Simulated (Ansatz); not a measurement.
A run of Ansatz 0.2.0:

The input input.yaml:

```yaml
crystal:
  lattice:
    - [1.4316899074, 0.8265865534, 5.9577715763]
    - [-1.4316899074, 0.8265865534, 5.9577715763]
    - [0.0, -1.6531731068, 5.9577715763]
  atoms:
    - { symbol: Pd, position: [0.0, 0.0, 0.0] }
    - { symbol: Co, position: [0.5, 0.5, 0.5], spin: 2.0 }
    - { symbol: O, position: [0.112476, 0.112476, 0.112476] }
    - { symbol: O, position: [0.887524, 0.887524, 0.887524] }
kpoints:
  mp_grid: { grid: [11, 11, 11] }
  band_path:
    path:
      - [0.0, 0.0, 0.0]
      - [0.5, 0.0, 0.0]
      - [0.5, 0.1794993571, -0.1794993571]
    npoints: 8
scf:
  occupations: { method: fermi_dirac, width: 0.05 }
hamiltonian:
  xc: pbe
  pseudopotentials: { kind: all_electron, lapw: { basis_error: 0.002 } }
magnetization:
  spin_polarized: true
output:
  forces: true
  stress: true
  eigenvalues: true
```

Potentials or basis: all-electron LAPW, scalar-relativistic.

Run with:

```sh
$ ansatz run input.yaml --threads 4 --pin off --max-ram 12288MiB --backend cpu --events-out ev --progress --plain --runs-dir out
```

Hardware: 4 threads of Arm Neoverse V2, on a shared host.

**Question.** How long does it take, and how much memory?

**Answer.** It took 78 s on 4 threads of Arm Neoverse V2, on a shared host, peak memory 1.7 GiB. Counts: scf iterations 18, plane waves 829, k points 146, bands 42.
